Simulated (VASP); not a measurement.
Here is a VASP 6.6.1 calculation.

The input POSCAR:

```
GaAs
1.0
    3.3286687147      0.0000000000      0.0000000000
    0.0000000000      3.3286687147      0.0000000000
    0.0000000000      0.0000000000      3.3286687147
Ga As
1 1
Direct
    0.0000000000      0.0000000000      0.0000000000
    0.5000000000      0.5000000000      0.5000000000
```

Contents of INCAR.step1:

```
PREC = Accurate ; ENCUT = 520
EDIFF = 1E-5 ; ISMEAR = -1
SIGMA = 0.02 ; LREAL = False
LASPH = True ; NELM = 80
ALGO = Normal ; ISIF = 2
LWAVE = True ; LCHARG = False
GGA = PE ; NBANDS = 16
```

Contents of INCAR.step2:

```
PREC = Accurate ; ENCUT = 520
EDIFF = 1E-6 ; ISMEAR = -1
SIGMA = 0.02 ; LREAL = False
LASPH = True ; NELM = 80
ALGO = Normal ; ISIF = 2
LWAVE = False ; LCHARG = False
GGA = PE ; LHFCALC = True
HFSCREEN = 0.2079 ; PRECFOCK = Normal
ISTART = 1 ; NBANDS = 16
```

The input KPOINTS:

```
Automatic mesh
0
Gamma
  4 4 4
```

Potentials or basis: VASP PAW PBE potentials, release 64 (Ga_d, As).

Run with:

```sh
$ cat potpaw_PBE.64/Ga_d/POTCAR potpaw_PBE.64/As/POTCAR > POTCAR
$ cp INCAR.step1 INCAR
$ mpirun -np 1 vasp_std > vasp.out
$ cp INCAR.step2 INCAR
$ mpirun -np 1 vasp_std > vasp.out
```

What does it give for the pressure?

-0.3 GPa.

Estimate the band gap on the k mesh.

none (metal or under the smearing width).

Caveat: the k mesh is coarse (spacing up to 0.47 Å⁻¹), so the values aren't converged, least of all with exact exchange; the PAW data sets were made with another functional, which shifts forces and pressure a little.
